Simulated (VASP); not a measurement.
# Si3Ge (P6/mmm) in VASP: notebook

The runs below take Si3Ge through single point, with PBE0(alpha).

Everything below comes from runs of VASP 6.6.1. Logs are shortened: lines on timing, memory, paths and dates and some standing lists are left out, and cuts for length are marked.

### 1 Starting point

Symmetry: P6/mmm, No. 191, hexagonal system. The conventional cell has a = 2.715 Å, b = 2.715 Å, c = 10.111 Å, α = 90.00°, β = 90.00°, γ = 120.00°. Si (site symmetry 6/mmm) has 8 Si at 2.46 to 2.72 Å as nearest neighbours. Around Si (site symmetry 6mm) lie 7 Si at 2.46 to 2.72 Å and 1 Ge at 2.59 Å. Ge (site symmetry 6/mmm) is surrounded by 2 Si at 2.59 Å and 6 Ge at 2.71 to 2.72 Å.

The cell was built by a generator and needn't be a form met in nature.

### 2 Single point, PBE0(alpha)

Contents of POSCAR:

```
Si3Ge
1.0
    2.7150000000      0.0000000000      0.0000000000
   -1.3575000000      2.3512600000      0.0000000000
    0.0000000000      0.0000000000     10.1106100000
Si Ge
3 1
Direct
    0.0000000000      0.0000000000      0.5000000000
    0.0000000000      0.0000000000      0.7435600000
    0.0000000000      0.0000000000      0.2564400000
    0.0000000000      0.0000000000      0.0000000000
```

Contents of INCAR.step1:

```
PREC = Accurate
ENCUT = 520
EDIFF = 1E-5
ISMEAR = -1
SIGMA = 0.05
LREAL = False
LASPH = True
NELM = 60
ALGO = Normal
ISIF = 2
LWAVE = True
LCHARG = False
GGA = PE
```

Contents of INCAR.step2:

```
PREC = Accurate
ENCUT = 520
EDIFF = 1E-6
ISMEAR = -1
SIGMA = 0.05
LREAL = False
LASPH = True
NELM = 60
ALGO = Normal
ISIF = 2
LWAVE = False
LCHARG = False
GGA = PE
LHFCALC = True
AEXX = 0.05
PRECFOCK = Fast
HFRCUT = -1
ISTART = 1
```

Contents of KPOINTS:

```
Automatic mesh
0
Gamma
  6 6 2
```

Potentials or basis: VASP PAW PBE potentials, release 64 (Si, Ge_d).

Run with:

```console
$ cat potpaw_PBE.64/Si/POTCAR potpaw_PBE.64/Ge_d/POTCAR > POTCAR
$ cp INCAR.step1 INCAR
$ mpirun -np 1 vasp_std > vasp.out
$ cp INCAR.step2 INCAR
$ mpirun -np 1 vasp_std > vasp.out
```

OUTCAR:

```text
PREC = Accurate
   ENCUT = 520
   EDIFF = 1E-6
   ISMEAR = -1
   LREAL = False
   LASPH = True
   NELM = 60
   ISIF = 2
   GGA = PE
   LHFCALC = True
   AEXX = 0.05
   PRECFOCK = Fast
   ISTART = 1

 ion  position               nearest neighbor table
   1  0.000  0.000  0.500-   2 2.46   3 2.46
   2  0.000  0.000  0.744-   1 2.46   4 2.59
   3  0.000  0.000  0.256-   1 2.46   4 2.59
   4  0.000  0.000  0.000-   2 2.59   3 2.59

  LATTYP: Found a hexagonal cell.
 ALAT       =     2.7150000000
 C/A-ratio  =     3.7239815838

  Lattice vectors:

 A1 = (   2.7150000000,   0.0000000000,   0.0000000000)
 A2 = (  -1.3575000000,   2.3512600000,   0.0000000000)
 A3 = (   0.0000000000,   0.0000000000,  10.1106100000)

Analysis of symmetry for initial positions (statically):
=====================================================================
 Subroutine PRICEL returns:
 Original cell was already a primitive cell.

 Routine SETGRP: Setting up the symmetry group for a
 hexagonal supercell.

 Subroutine GETGRP returns: Found 24 space group operations
 (whereof 24 operations were pure point group operations)
 out of a pool of 24 trial point group operations.

The static configuration has the point symmetry D_6h.

Analysis of symmetry for dynamics (positions and initial velocities):
=====================================================================
 Subroutine PRICEL returns:
 Original cell was already a primitive cell.

 Routine SETGRP: Setting up the symmetry group for a
 hexagonal supercell.

 Subroutine GETGRP returns: Found 24 space group operations
 (whereof 24 operations were pure point group operations)
 out of a pool of 24 trial point group operations.

The dynamic configuration has the point symmetry D_6h.

 Subroutine INISYM returns: Found 24 space group operations
 (whereof 24 operations are pure point group operations),
 and found     1 'primitive' translations

----------------------------------------------------------------------------------------

                                     Primitive cell

  volume of cell :      64.5428

  direct lattice vectors                    reciprocal lattice vectors
[... 84 lines left out ...]
   IBRION =     -1    ionic relax: 0-MD 1-quasi-New 2-CG
   NFREE  =      0    steps in history (QN), initial steepest desc. (CG)
   ISIF   =      2    stress and relaxation
   ISYM   =      3    0-nonsym 1-usesym 2-fastsym
   POTIM  = 0.5000    time-step for ionic-motion
   TEBEG  =    0.0;   TEEND  =   0.0 temperature during run
   PSTRESS=    0.0 pullay stress
   NELECT =      26.0000    total number of electrons
   NUPDOWN=      -1.0000    fix difference up-down
   EMIN   =  10.00;   EMAX   =-10.00  energy-range for DOS
   EFERMI =   0.00;   METHOD = LEGACY
   ISMEAR =    -1;   SIGMA  =   0.05  broadening in eV -4-tet -1-fermi 0-gaus
   EFERMI_NEDOS =   21; number of points for ismear=-14 and -15
   IALGO  =     38    algorithm
   IMIX   =      1    mixing-type and parameters
     AMIX     =   0.40;   BMIX     =  1.00
     AMIX_MAG =   1.60;   BMIX_MAG =  1.00
  volume/ion in A,a.u.               =      16.14       108.89
  Fermi-wavevector in a.u.,A,eV,Ry     =   1.209066  2.284803 19.889548  1.461841
  Thomas-Fermi vector in A             =   2.344655
   LORBIT       =      0    0 simple, 1 ext, 2 COOP (PROOUT), +10 PAW based schemes
   GGA     = PE    functional components
   LHFCALC =     T    Hartree Fock is set to
   PRECFOCK=fast      Normal, Fast or Accurate (Low or Medium for compatibility)
   ENCUT4O =  -1.0   cutoff for four orbital integrals eV
   NKREDX  =     1    reduce k-point grid by
   NKREDY  =     1    reduce k-point grid by
   NKREDZ  =     1    reduce k-point grid by
   AEXX    =    0.0500 exact exchange contribution
   HFSCREEN=    0.0000 screening length (either q_TF or 0.3 A-1)
   HFSCREENC=   0.0000 screening length for correlation (either q_TF or 0.3 A-1)
   ENCUTFOCK=  -1.0 apply spherical cutoff to Coloumb kernel
   IVDW    =     0    specifies the selected vdW correction
   LEPSILON=     F    determine dielectric tensor
   LRPA    =     F    only Hartree local field effects (RPA)
 non-spin polarized calculation
  energy-cutoff  :      520.00
  volume of cell :       64.54
 maximum number of plane-waves:      1761
  NGX = 12; NGY = 12; NGZ = 48

 number of electron      25.9999987 magnetization

 Free energy of the ion-electron system (eV)
  ---------------------------------------------------
  ext. energy  EPLUGINS =         0.00000000
  ---------------------------------------------------
  free energy    TOTEN  =       -20.08034335 eV

  energy without entropy =      -20.05318137  energy(sigma->0) =      -20.06676236

 E-fermi :   8.8073     XC(G=0): -10.5588

 val. band max:        8.6132401270   @ k =   0.3333   0.1667   0.5000
 cond. band min:       8.8437897665   @ k =   0.3333   0.1667   0.0000
 fundamental gap:      0.2305496395
 Fermi energy:         8.8073058798

 k-point     1 :       0.0000    0.0000    0.0000
  band No.  band energies     occupation
      1     -17.1091      2.00000
      2     -17.1091      2.00000
      3     -17.0978      2.00000
      4     -16.9385      2.00000
      5     -16.9384      2.00000
      6      -5.6618      2.00000
[... 257 lines left out ...]
      4     -17.0147      2.00000
      5     -16.9560      2.00000
      6       2.1565      2.00000
[... 9 lines left out ...]
     16       6.9679      2.00000
     17       6.9679      2.00000

------------------------ aborting loop because EDIFF is reached ----------------------------------------

  FORCE on cell =-STRESS in cart. coord.  units (eV):
  Direction    XX          YY          ZZ          XY          YZ          ZX
  --------------------------------------------------------------------------------------
  -------------------------------------------------------------------------------------
  Total       -2.1654847     -2.1654866      3.2130236      0.0000000      0.0000000      0.0000000
  in kB      -53.7548754    -53.7549225     79.7584395      0.0000000      0.0000000      0.0000000
  external PRESSURE =      -9.2504528 kB  Pullay stress =       0.0000000 kB

 VOLUME and BASIS-vectors are now :
 -----------------------------------------------------------------------------
  energy-cutoff  :      520.00
  volume of cell :       64.54
      direct lattice vectors                 reciprocal lattice vectors
     2.715000000  0.000000000  0.000000000     0.368324125  0.212651940  0.000000000
    -1.357500000  2.351260000  0.000000000     0.000000000  0.425303880  0.000000000
     0.000000000  0.000000000 10.110610000     0.000000000  0.000000000  0.098906001

 POSITION                                       TOTAL-FORCE (eV/Angst)
 -----------------------------------------------------------------------------------
      0.00000      0.00000      5.05530        -0.000000     -0.000000      0.000000
      0.00000      0.00000      7.51785         0.000000      0.000000     -0.220722
      0.00000      0.00000      2.59276        -0.000000      0.000000      0.220722
      0.00000      0.00000      0.00000        -0.000000     -0.000000      0.000000
 -----------------------------------------------------------------------------------
    total drift:                               -0.000001     -0.000000      0.000001

  FREE ENERGIE OF THE ION-ELECTRON SYSTEM (eV)
  ---------------------------------------------------
  free  energy   TOTEN  =       -20.0803433525 eV

  energy  without entropy=      -20.0531813706  energy(sigma->0) =      -20.06676236
```

OSZICAR.step1:

```text
N       E                     dE             d eps       ncg     rms          rms(c)
DAV:   1     0.131422505472E+03    0.13142E+03   -0.12570E+04   518   0.266E+03
DAV:   2    -0.416971708901E+01   -0.13559E+03   -0.13263E+03   508   0.501E+02
DAV:   3    -0.187667246207E+02   -0.14597E+02   -0.14273E+02   658   0.106E+02
DAV:   4    -0.191900706484E+02   -0.42335E+00   -0.40692E+00   617   0.169E+01
DAV:   5    -0.192081055971E+02   -0.18035E-01   -0.17643E-01   685   0.288E+00    0.485E+00
DAV:   6    -0.191531123543E+02    0.54993E-01   -0.60262E-01   711   0.501E+00    0.284E+00
DAV:   7    -0.191407616903E+02    0.12351E-01   -0.21700E-01   718   0.213E+00    0.140E+00
DAV:   8    -0.191322253197E+02    0.85364E-02   -0.68532E-02   685   0.143E+00    0.265E-01
DAV:   9    -0.191329577614E+02   -0.73244E-03   -0.91087E-03   610   0.469E-01    0.233E-01
DAV:  10    -0.191330108106E+02   -0.53049E-04   -0.89070E-04   661   0.136E-01    0.156E-01
DAV:  11    -0.191330518755E+02   -0.41065E-04   -0.28537E-04   566   0.885E-02    0.207E-02
DAV:  12    -0.191330517926E+02    0.82891E-07   -0.21320E-05   405   0.198E-02
   1 F= -.19133052E+02 E0= -.19116638E+02  d E =-.328286E-01
```

Run time: 14 min. Hardware: 1 thread of Intel Xeon Platinum 8259CL at 2.50GHz (Skylake/Cascade Lake), shared host; peak memory 0.19 GiB.

What came out:

```yaml
Free_energy: -20.0803 eV
Pressure: -0.9 GPa
Largest_force: 0.221 eV/Å
```

Forces in eV/Å, atoms in the order of the input:
```
Si   0.000  0.000  0.000
Si   0.000  0.000 -0.221
Si   0.000  0.000  0.221
Ge   0.000  0.000  0.000
```

Caveat: the k mesh is coarse (spacing up to 0.45 Å⁻¹), so the values aren't converged, least of all with exact exchange; the bands computed are all filled at some k points, so no gap is given; the PAW data sets were made with another functional, which shifts forces and pressure a little.

### 3 Single point, PBE0(alpha)

POSCAR is that of step 2.

INCAR.step1 is that of step 2.

INCAR.step2: that of step 2 with these lines changed.

```diff
@@ -14,3 +14,3 @@
 LHFCALC = True
-AEXX = 0.05
+AEXX = 0.1
 PRECFOCK = Fast
```

KPOINTS is that of step 2.

Potentials or basis: VASP PAW PBE potentials, release 64 (Si, Ge_d).

Run with:

```console
$ cat potpaw_PBE.64/Si/POTCAR potpaw_PBE.64/Ge_d/POTCAR > POTCAR
$ cp INCAR.step1 INCAR
$ mpirun -np 1 vasp_std > vasp.out
$ cp INCAR.step2 INCAR
$ mpirun -np 1 vasp_std > vasp.out
```

OUTCAR:

```text
PREC = Accurate
   ENCUT = 520
   EDIFF = 1E-6
   ISMEAR = -1
   LREAL = False
   LASPH = True
   NELM = 60
   ISIF = 2
   GGA = PE
   LHFCALC = True
   AEXX = 0.1
   PRECFOCK = Fast
   ISTART = 1

 ion  position               nearest neighbor table
   1  0.000  0.000  0.500-   2 2.46   3 2.46
   2  0.000  0.000  0.744-   1 2.46   4 2.59
   3  0.000  0.000  0.256-   1 2.46   4 2.59
   4  0.000  0.000  0.000-   2 2.59   3 2.59

  LATTYP: Found a hexagonal cell.
 ALAT       =     2.7150000000
 C/A-ratio  =     3.7239815838

  Lattice vectors:

 A1 = (   2.7150000000,   0.0000000000,   0.0000000000)
 A2 = (  -1.3575000000,   2.3512600000,   0.0000000000)
 A3 = (   0.0000000000,   0.0000000000,  10.1106100000)

Analysis of symmetry for initial positions (statically):
=====================================================================
 Subroutine PRICEL returns:
 Original cell was already a primitive cell.

 Routine SETGRP: Setting up the symmetry group for a
 hexagonal supercell.

 Subroutine GETGRP returns: Found 24 space group operations
 (whereof 24 operations were pure point group operations)
 out of a pool of 24 trial point group operations.

The static configuration has the point symmetry D_6h.

Analysis of symmetry for dynamics (positions and initial velocities):
=====================================================================
 Subroutine PRICEL returns:
 Original cell was already a primitive cell.

 Routine SETGRP: Setting up the symmetry group for a
 hexagonal supercell.

 Subroutine GETGRP returns: Found 24 space group operations
 (whereof 24 operations were pure point group operations)
[... 118 lines left out ...]
  Thomas-Fermi vector in A             =   2.344655
   LORBIT       =      0    0 simple, 1 ext, 2 COOP (PROOUT), +10 PAW based schemes
   GGA     = PE    functional components
   LHFCALC =     T    Hartree Fock is set to
   PRECFOCK=fast      Normal, Fast or Accurate (Low or Medium for compatibility)
   ENCUT4O =  -1.0   cutoff for four orbital integrals eV
   NKREDX  =     1    reduce k-point grid by
   NKREDY  =     1    reduce k-point grid by
   NKREDZ  =     1    reduce k-point grid by
   AEXX    =    0.1000 exact exchange contribution
   HFSCREEN=    0.0000 screening length (either q_TF or 0.3 A-1)
   HFSCREENC=   0.0000 screening length for correlation (either q_TF or 0.3 A-1)
   ENCUTFOCK=  -1.0 apply spherical cutoff to Coloumb kernel
   IVDW    =     0    specifies the selected vdW correction
   LEPSILON=     F    determine dielectric tensor
   LRPA    =     F    only Hartree local field effects (RPA)
 non-spin polarized calculation
  energy-cutoff  :      520.00
  volume of cell :       64.54
 maximum number of plane-waves:      1761
  NGX = 12; NGY = 12; NGZ = 48

 number of electron      25.9999987 magnetization

 Free energy of the ion-electron system (eV)
  ---------------------------------------------------
  ext. energy  EPLUGINS =         0.00000000
  ---------------------------------------------------
  free energy    TOTEN  =       -21.03701250 eV

  energy without entropy =      -21.01202712  energy(sigma->0) =      -21.02451981

 E-fermi :   8.8400     XC(G=0): -10.0918

 val. band max:        8.5605952589   @ k =   0.3333   0.1667   0.5000
 cond. band min:       8.8802324575   @ k =   0.3333   0.1667   0.5000
 fundamental gap:      0.3196371986
 Fermi energy:         8.8399738621

 k-point     1 :       0.0000    0.0000    0.0000
  band No.  band energies     occupation
      1     -17.8812      2.00000
      2     -17.8812      2.00000
      3     -17.8695      2.00000
      4     -17.7097      2.00000
      5     -17.7097      2.00000
      6      -6.0807      2.00000
[... 257 lines left out ...]
      4     -17.7858      2.00000
      5     -17.7283      2.00000
      6       1.9258      2.00000
[... 9 lines left out ...]
     16       6.8436      2.00000
     17       6.8436      2.00000

------------------------ aborting loop because EDIFF is reached ----------------------------------------

  FORCE on cell =-STRESS in cart. coord.  units (eV):
  Direction    XX          YY          ZZ          XY          YZ          ZX
  --------------------------------------------------------------------------------------
  -------------------------------------------------------------------------------------
  Total       -2.4913829     -2.4913851      3.0400937      0.0000000      0.0000000      0.0000000
  in kB      -61.8448033    -61.8448574     75.4657178      0.0000000      0.0000000      0.0000000
  external PRESSURE =     -16.0746476 kB  Pullay stress =       0.0000000 kB

 VOLUME and BASIS-vectors are now :
 -----------------------------------------------------------------------------
  energy-cutoff  :      520.00
  volume of cell :       64.54
      direct lattice vectors                 reciprocal lattice vectors
     2.715000000  0.000000000  0.000000000     0.368324125  0.212651940  0.000000000
    -1.357500000  2.351260000  0.000000000     0.000000000  0.425303880  0.000000000
     0.000000000  0.000000000 10.110610000     0.000000000  0.000000000  0.098906001

 POSITION                                       TOTAL-FORCE (eV/Angst)
 -----------------------------------------------------------------------------------
      0.00000      0.00000      5.05530        -0.000000      0.000000      0.000000
      0.00000      0.00000      7.51785        -0.000000     -0.000000     -0.229725
      0.00000      0.00000      2.59276         0.000000      0.000000      0.229725
      0.00000      0.00000      0.00000        -0.000000      0.000000      0.000000
 -----------------------------------------------------------------------------------
    total drift:                               -0.000001      0.000000     -0.000000

  FREE ENERGIE OF THE ION-ELECTRON SYSTEM (eV)
  ---------------------------------------------------
  free  energy   TOTEN  =       -21.0370125032 eV

  energy  without entropy=      -21.0120271163  energy(sigma->0) =      -21.02451981
```

It took 16 min on 1 thread of Intel Xeon Platinum 8259CL at 2.50GHz (Skylake/Cascade Lake), shared host; peak memory 0.19 GiB.

Results:

| Property | Result |
| --- | --- |
| Free energy | -21.0370 eV |
| Pressure | -1.6 GPa |
| Largest force | 0.230 eV/Å |

Forces in eV/Å, atoms in the order of the input:
```
Si   0.000  0.000  0.000
Si   0.000  0.000 -0.230
Si   0.000  0.000  0.230
Ge   0.000  0.000  0.000
```

Stress tensor (GPa, compression positive):
```
-6.18  0.00  0.00
 0.00 -6.18  0.00
 0.00  0.00  7.55
```

Levels at points of the mesh, in eV from the Fermi level:
| k point | band 11 | band 12 | band 13 | band 14 | band 15 | band 16 |
| --- | --- | --- | --- | --- | --- | --- |
| (0.00, 0.00, 0.00) | -1.50 | -1.33 | 7.82 | 8.26 | 9.43 | 9.43 |
| (0.50, 0.00, 0.00) | -5.76 | -3.33 | -2.91 | -2.74 | 1.98 | 3.91 |
| (0.00, 0.00, 0.50) | -5.19 | 2.95 | 3.65 | 9.56 | 9.56 | 10.00 |
| (0.50, 0.00, 0.50) | -5.10 | -4.57 | -4.17 | 0.22 | 0.71 | 3.35 |

Caveat: the k mesh is coarse (spacing up to 0.45 Å⁻¹), so the values aren't converged, least of all with exact exchange; the bands computed are all filled at some k points, so no gap is given; the PAW data sets were made with another functional, which shifts forces and pressure a little.

### 4 Single point, PBE0(alpha)

POSCAR is that of step 3.

INCAR.step1 is that of step 3.

INCAR.step2: that of step 3 with these lines changed.

```diff
@@ -14,3 +14,3 @@
 LHFCALC = True
-AEXX = 0.1
+AEXX = 0.15
 PRECFOCK = Fast
```

KPOINTS is that of step 3.

Run with:

```console
$ cat potpaw_PBE.64/Si/POTCAR potpaw_PBE.64/Ge_d/POTCAR > POTCAR
$ cp INCAR.step1 INCAR
$ mpirun -np 1 vasp_std > vasp.out
$ cp INCAR.step2 INCAR
$ mpirun -np 1 vasp_std > vasp.out
```

Run time: 30 min. Hardware: 1 thread of Intel Xeon Platinum 8259CL at 2.50GHz (Skylake/Cascade Lake), shared host; peak memory 0.19 GiB.

Results (log left out):

- Free energy: -22.0024 eV
- Pressure: -2.7 GPa
- Largest force: 0.307 eV/Å

Forces on the atoms (eV/Å):
```
Si   0.000  0.000  0.000
Si   0.000  0.000 -0.307
Si   0.000  0.000  0.307
Ge   0.000  0.000  0.000
```

Stress tensor (GPa, compression positive):
```
-6.67  0.00  0.00
 0.00 -6.67  0.00
 0.00  0.00  5.21
```

Levels at points of the mesh, in eV from the Fermi level:
| k point | band 11 | band 12 | band 13 | band 14 | band 15 | band 16 |
| --- | --- | --- | --- | --- | --- | --- |
| (0.00, 0.00, 0.00) | -1.64 | -1.46 | 8.03 | 8.46 | 9.69 | 9.69 |
| (0.50, 0.00, 0.00) | -6.01 | -3.52 | -3.03 | -2.91 | 2.07 | 4.06 |
| (0.00, 0.00, 0.50) | -5.45 | 3.05 | 3.76 | 9.83 | 9.83 | 10.25 |
| (0.50, 0.00, 0.50) | -5.34 | -4.80 | -4.39 | 0.23 | 0.75 | 3.47 |

Caveat: the k mesh is coarse (spacing up to 0.45 Å⁻¹), so the values aren't converged, least of all with exact exchange; the bands computed are all filled at some k points, so no gap is given; the PAW data sets were made with another functional, which shifts forces and pressure a little.

(Part 1 of 2 ends here.)
